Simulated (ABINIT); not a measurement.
## A GW chain in ABINIT: AlN (F-43m)

How does a plane-wave GW calculation on AlN (F-43m) run from the first input to the gap?

Main program and level: ABINIT 10.8.3; LDA and many-body steps on it, plane waves.

Most raw output is cut from this account.

**1. Set-up**

The structure is cubic, space group F-43m (No. 216). The conventional cell has a = 4.368 Å, b = 4.368 Å, c = 4.368 Å, α = 90.00°, β = 90.00°, γ = 90.00°. Al has 4 N at 1.89 Å nearest. Nearest to N lie 4 Al at 1.89 Å. Farther neighbours and most contacts between anions are not listed.

The cell and positions are those that the Materials Project relaxed with its own functionals (PBE, PBE+U or r2SCAN), kept fixed. This is not the form that AlN usually takes at ambient conditions.

**2. Ground state**

This step: ABINIT 10.8.3; DFT, LDA, plane waves, norm-conserving pseudopotentials.

The ground-state density comes first.

The input, run.abi:

```
acell 3*1.0 Angstrom
rprim 
  -0.000000000000 2.183993559600 2.183993559600
  2.183993559600 -0.000000000000 2.183993559600
  2.183993559600 2.183993559600 -0.000000000000
ntypat 2
znucl 13 7
natom 2
typat 1 2
xred 
  0.000000000000 0.000000000000 0.000000000000
  0.750000000000 0.750000000000 0.750000000000
pp_dirpath "pseudos"
pseudos "Al.upf, N.upf"
ecut 36
ngkpt 8 8 8
nshiftk 1
shiftk 0 0 0
kptopt 1
chksymbreak 0
nband 9
occopt 1
tolvrs 1e-10
nstep 60
prtwf 0
indata_prefix "in"
outdata_prefix "out"
tmpdata_prefix "tmp"
```

The run is started by

```sh
> OMP_NUM_THREADS=1 mpirun -n 4 abinit run.abi > log
```

Elapsed: 4.4 s, on 4 MPI ranks of Arm Neoverse V1, shared host; peak memory 0.25 GiB; 17 s of CPU time.

This step gave:

```
total energy               : -349.4372 eV
gap                        : 3.259 eV
k of the valence top       : 0, 0, 0
k of the conduction bottom : 0.5, 0.5, 0
least direct gap           : 4.243 eV
pressure                   : -5.283 GPa
```

The gap is indirect, with the least direct gap 0.98 eV higher.

The cutoff was set for levels, not for stress, so the pressure can be off by some GPa.

**3. Bands along the symmetry lines**

The cheap functional maps the bands first; the places of the edges decide which points the dearer methods must see.

The input, run.abi:

```
acell 3*1.0 Angstrom
rprim 
  -0.000000000000 2.183993559600 2.183993559600
  2.183993559600 -0.000000000000 2.183993559600
  2.183993559600 2.183993559600 -0.000000000000
ntypat 2
znucl 13 7
natom 2
typat 1 2
xred 
  0.000000000000 0.000000000000 0.000000000000
  0.750000000000 0.750000000000 0.750000000000
pp_dirpath "pseudos"
pseudos "Al.upf, N.upf"
ecut 36
iscf -2
irdden 1
kptopt 0
nkpt 50
kpt 
  0.00000000 0.00000000 0.00000000
  -0.06250000 -0.06250000 0.00000000
  -0.12500000 -0.12500000 0.00000000
  -0.18750000 -0.18750000 0.00000000
  -0.25000000 -0.25000000 0.00000000
  -0.31250000 -0.31250000 0.00000000
  -0.37500000 -0.37500000 0.00000000
  -0.43750000 -0.43750000 0.00000000
  -0.50000000 -0.50000000 0.00000000
  -0.48437500 -0.48437500 0.03125000
  -0.46875000 -0.46875000 0.06250000
  -0.45312500 -0.45312500 0.09375000
  -0.43750000 -0.43750000 0.12500000
  -0.42187500 -0.42187500 0.15625000
  -0.40625000 -0.40625000 0.18750000
  -0.39062500 -0.39062500 0.21875000
  -0.37500000 -0.37500000 0.25000000
  -0.37500000 0.00000000 0.37500000
  -0.32812500 0.00000000 0.32812500
  -0.28125000 0.00000000 0.28125000
  -0.23437500 0.00000000 0.23437500
  -0.18750000 0.00000000 0.18750000
  -0.14062500 0.00000000 0.14062500
  -0.09375000 0.00000000 0.09375000
  -0.04687500 0.00000000 0.04687500
  0.00000000 0.00000000 0.00000000
  0.00000000 0.00000000 0.06250000
  0.00000000 0.00000000 0.12500000
  0.00000000 0.00000000 0.18750000
  0.00000000 0.00000000 0.25000000
  0.00000000 0.00000000 0.31250000
  0.00000000 0.00000000 0.37500000
  0.00000000 0.00000000 0.43750000
  0.00000000 0.00000000 0.50000000
  -0.06250000 -0.03125000 0.46875000
  -0.12500000 -0.06250000 0.43750000
  -0.18750000 -0.09375000 0.40625000
  -0.25000000 -0.12500000 0.37500000
  -0.31250000 -0.15625000 0.34375000
  -0.37500000 -0.18750000 0.31250000
  -0.43750000 -0.21875000 0.28125000
  -0.50000000 -0.25000000 0.25000000
  -0.50000000 -0.28125000 0.21875000
  -0.50000000 -0.31250000 0.18750000
  -0.50000000 -0.34375000 0.15625000
  -0.50000000 -0.37500000 0.12500000
  -0.50000000 -0.40625000 0.09375000
  -0.50000000 -0.43750000 0.06250000
  -0.50000000 -0.46875000 0.03125000
  -0.50000000 -0.50000000 0.00000000
istwfk *1
nband 14
nbdbuf 5
tolwfr 1e-07
nstep 50
prtwf 0
prtvol 0
indata_prefix "in"
outdata_prefix "out"
tmpdata_prefix "tmp"
```

It took 3.9 s on 4 MPI ranks; peak memory 0.24 GiB; 15 s of CPU time.

Numbers from this step:

```yaml
gap: 3.259 eV
k_of_the_valence_top: 0, 0, 0
k_of_the_conduction_bottom: -0.5, -0.5, 0
least_direct_gap: 4.243 eV
```

The gap is 3.259 eV, as in the run before at this level.

The electronic bands at the labelled points (eV, zero at the top of the highest filled band; v1 is the highest filled band, c1 the lowest empty one):

```
    point      v4     v3     v2     v1    c1     c2     c3     c4
        Γ  -14.81   0.00   0.00   0.00  4.24  12.36  12.36  12.36
  halfway  -13.66  -2.87  -0.99  -0.99  5.92  10.07  11.39  13.80
        X  -12.03  -4.95  -1.80  -1.80  3.26   8.44  13.72  15.47
  halfway  -12.02  -4.78  -2.50  -1.69  3.89   8.99  13.47  15.02
        U  -12.05  -4.30  -3.67  -1.39  5.09   9.96  12.86  13.99
jump to K  -12.05  -4.30  -3.67  -1.39  5.09   9.96  12.86  13.99
  halfway  -13.55  -3.54  -1.52  -0.21  7.31  10.14  11.22  12.41
        Γ  -14.81   0.00   0.00   0.00  4.24  12.36  12.36  12.36
  halfway  -13.94  -3.26  -0.26  -0.26  6.43  10.80  12.16  12.16
        L  -12.69  -5.91  -0.49  -0.49  7.28   9.77  11.01  11.01
  halfway  -12.36  -5.19  -2.25  -1.13  7.02   9.14  11.99  12.52
        W  -11.97  -3.83  -3.48  -2.73  5.98  11.28  11.84  11.95
  halfway  -12.00  -4.61  -2.43  -2.32  4.51   9.49  13.21  13.72
        X  -12.03  -4.95  -1.80  -1.80  3.26   8.44  13.72  15.47
```

**4. Empty states on the mesh, 8×8×8 mesh, 126 bands**

The sums over transitions need many empty states on a uniform mesh; this step solves for them.

The input, run.abi:

```
acell 3*1.0 Angstrom
rprim 
  -0.000000000000 2.183993559600 2.183993559600
  2.183993559600 -0.000000000000 2.183993559600
  2.183993559600 2.183993559600 -0.000000000000
ntypat 2
znucl 13 7
natom 2
typat 1 2
xred 
  0.000000000000 0.000000000000 0.000000000000
  0.750000000000 0.750000000000 0.750000000000
pp_dirpath "pseudos"
pseudos "Al.upf, N.upf"
ecut 36
ngkpt 8 8 8
nshiftk 1
shiftk 0 0 0
kptopt 1
chksymbreak 0
irdden 1
istwfk *1
nband 126
prtvol 0
optdriver 6
gwr_task "HDIAGO"
paral_kgb 0
occopt 1
indata_prefix "in"
outdata_prefix "out"
tmpdata_prefix "tmp"
```

The job ended after 23 s (4 MPI ranks; peak memory 0.7 GiB).

This step gave:

```
gap                                                           : 3.259 eV
k of the valence top                                          : 0, 0, 0
k of the conduction bottom                                    : 0.5, 0.5, 0
least direct gap                                              : 4.243 eV
k points computed                                             : 29
lowest point of the top converged band, above the valence top : 159.6048 eV
```

On this mesh the gap is 3.259 eV.

**5. Screening, 8×8×8 mesh, 118 bands, screening to 244.9 eV**

The RPA dielectric matrix is built and inverted for each q.

This step: RPA screening on LDA, plane waves, norm-conserving pseudopotentials.

run.abi, as its differences from that of step 4:

```diff
@@ -20,10 +20,11 @@
 chksymbreak 0
-irdden 1
 istwfk *1
-nband 126
-prtvol 0
-optdriver 6
-gwr_task "HDIAGO"
-paral_kgb 0
 occopt 1
+irdwfk 1
+optdriver 3
+nband 118
+ecuteps 9
+inclvkb 2
+awtr 1
+symchi 1
 indata_prefix "in"
```

Elapsed: 3.8 min, on 4 MPI ranks; peak memory 1.3 GiB.

Numbers from this step:

```
ε∞ with local fields, on this mesh, along the program's q direction : 4.328
the same without local fields                                       : 4.770
plasma frequency                                                    : 23.01 eV
plane waves in the screening matrix                                 : 169
```

Local fields lower ε∞ by 9 %.

**6. Self-energy, 8×8×8 mesh, 118 bands, screening to 244.9 eV**

The self-energy is evaluated for the states that the input lists, and the levels follow from it, in one-shot runs by the linearised quasiparticle equation.

This step: G0W0 on LDA, plane waves, norm-conserving pseudopotentials.

The input, run.abi:

```
acell 3*1.0 Angstrom
rprim 
  -0.000000000000 2.183993559600 2.183993559600
  2.183993559600 -0.000000000000 2.183993559600
  2.183993559600 2.183993559600 -0.000000000000
ntypat 2
znucl 13 7
natom 2
typat 1 2
xred 
  0.000000000000 0.000000000000 0.000000000000
  0.750000000000 0.750000000000 0.750000000000
pp_dirpath "pseudos"
pseudos "Al.upf, N.upf"
ecut 36
ngkpt 8 8 8
nshiftk 1
shiftk 0 0 0
kptopt 1
chksymbreak 0
istwfk *1
occopt 1
irdwfk 1
optdriver 4
nband 118
gwcalctyp 0
ecutsigx 36
symsigma 1
nkptgw 29
kptgw 
  0.0000000000 0.0000000000 0.0000000000
  0.1250000000 0.0000000000 0.0000000000
  0.2500000000 0.0000000000 0.0000000000
  0.3750000000 0.0000000000 0.0000000000
  0.5000000000 0.0000000000 0.0000000000
  0.1250000000 0.1250000000 0.0000000000
  0.2500000000 0.1250000000 0.0000000000
  0.3750000000 0.1250000000 0.0000000000
  0.5000000000 0.1250000000 0.0000000000
  -0.3750000000 0.1250000000 0.0000000000
  -0.2500000000 0.1250000000 0.0000000000
  -0.1250000000 0.1250000000 0.0000000000
  0.2500000000 0.2500000000 0.0000000000
  0.3750000000 0.2500000000 0.0000000000
  0.5000000000 0.2500000000 0.0000000000
  -0.3750000000 0.2500000000 0.0000000000
  -0.2500000000 0.2500000000 0.0000000000
  0.3750000000 0.3750000000 0.0000000000
  0.5000000000 0.3750000000 0.0000000000
  -0.3750000000 0.3750000000 0.0000000000
  0.5000000000 0.5000000000 0.0000000000
  0.3750000000 0.2500000000 0.1250000000
  0.5000000000 0.2500000000 0.1250000000
  -0.3750000000 0.2500000000 0.1250000000
  0.5000000000 0.3750000000 0.1250000000
  -0.3750000000 0.3750000000 0.1250000000
  -0.2500000000 0.3750000000 0.1250000000
  -0.3750000000 0.5000000000 0.1250000000
  -0.2500000000 0.5000000000 0.2500000000
bdgw 
  2 13
  2 13
  2 13
  2 13
  2 13
  2 13
  2 13
  2 13
  2 13
  2 13
  2 13
  2 13
  2 13
  2 13
  2 13
  2 13
  2 13
  2 13
  2 13
  2 13
  2 13
  2 13
  2 13
  2 13
  2 13
  2 13
  2 13
  2 13
  2 13
ecuteps 9
irdscr 1
ppmodel 1
indata_prefix "in"
outdata_prefix "out"
tmpdata_prefix "tmp"
```

The job ended after 56 min (4 MPI ranks; peak memory 1.6 GiB).

Numbers from this step:

| Quantity | Value |
| --- | --- |
| G0W0 gap on the mesh | 4.767 eV |
| starting gap on the mesh | 3.259 eV |
| k of the valence top | 0, 0, 0 |
| k of the conduction bottom | 0.5, 0.5, 0 |
| Z at the valence top | 0.784 |
| Z at the conduction bottom | 0.835 |
| least direct G0W0 gap on the computed points | 5.8 eV |

The gap on the mesh goes from 3.26 eV to 4.77 eV, a correction of +1.51 eV.

Limits: finite bands, cutoff and mesh. v1 is the top filled band, c1 the lowest empty one. The levels before and after the correction (eV, zero at the valence-band top of each column):

```
           conduction bottom  valence top
Kohn-Sham               3.26         0.00
     G0W0               4.77         0.00
```

```
                       level  energy (eV)
Kohn-Sham            Γ v3-v1        0.000
Kohn-Sham               Γ c1        4.243
Kohn-Sham            Γ c2-c4       12.358
Kohn-Sham     (0.5 0.5 0) v3       -4.953
Kohn-Sham  (0.5 0.5 0) v2-v1       -1.796
Kohn-Sham     (0.5 0.5 0) c1        3.259
Kohn-Sham     (0.5 0.5 0) c2        8.443
Kohn-Sham     (0.5 0.5 0) c3       13.724
Kohn-Sham     (0.5 0.5 0) c4       15.471
     G0W0            Γ v3-v1        0.000
     G0W0               Γ c1        5.800
     G0W0            Γ c2-c4       14.097
     G0W0     (0.5 0.5 0) v3       -5.343
     G0W0  (0.5 0.5 0) v2-v1       -2.017
     G0W0     (0.5 0.5 0) c1        4.767
     G0W0     (0.5 0.5 0) c2       10.221
     G0W0     (0.5 0.5 0) c3       15.916
     G0W0     (0.5 0.5 0) c4       17.346
```

**7. Where the time went**

Times are wall times on 4 MPI ranks of Arm Neoverse V1, shared host, good to a factor of about two.

```
                          step     time  share  memory (GiB)
                  ground state    4.4 s    0 %          0.25
bands along the symmetry lines    3.9 s    0 %          0.24
      empty states on the mesh     23 s    1 %           0.7
                     screening  3.8 min    6 %           1.3
                   self-energy   56 min   93 %           1.6
```

**8. What came out**

```
LDA gap              : 3.26 eV, indirect
G0W0 gap on the mesh : 4.77 eV
GW settings          : 8×8×8 mesh, 118 bands, screening to 244.9 eV, Godby-Needs plasmon pole
known limits         : not at the basis limit
```

In words: G0W0 moves the gap on the mesh from 3.26 eV to 4.77 eV (+1.51 eV), with Z of 0.78 and 0.83 at the edges. Local fields lower the RPA ε∞ on this mesh from 4.77 to 4.33. The dearest step here is «self-energy». Bands and cutoff are finite, so the gap is not at the basis limit. The miss can reach some tenths of an eV and take either sign; the mesh is an error of its own.

[Paths, hosts, dates, memory and timing lines, banners, echoed tables and standing remarks are left out of the program output.]

[Logs are printed without paths, hosts, clocks, repeated set-up lines and the standing remarks that a program may print on its own settings, such as how far it seeks lower states.]

[Runs of the session that timed out or met a known fault of the program may be left out.]

[Hosts, paths, dates, database ids (printed as entryN), source tags and the programs' standing remarks are cut or masked in the printed files.]

[G0W0 gaps are taken among the corrected bands and points alone; a level outside them can change the order at an edge.]

[Where Ansatz stands beside ABINIT at settings called matched, ABINIT's density can come from a denser mesh and the files from another edition; pairs whose starting gaps differed by over 0.03 eV were left out, so agreement reads better than it is.]
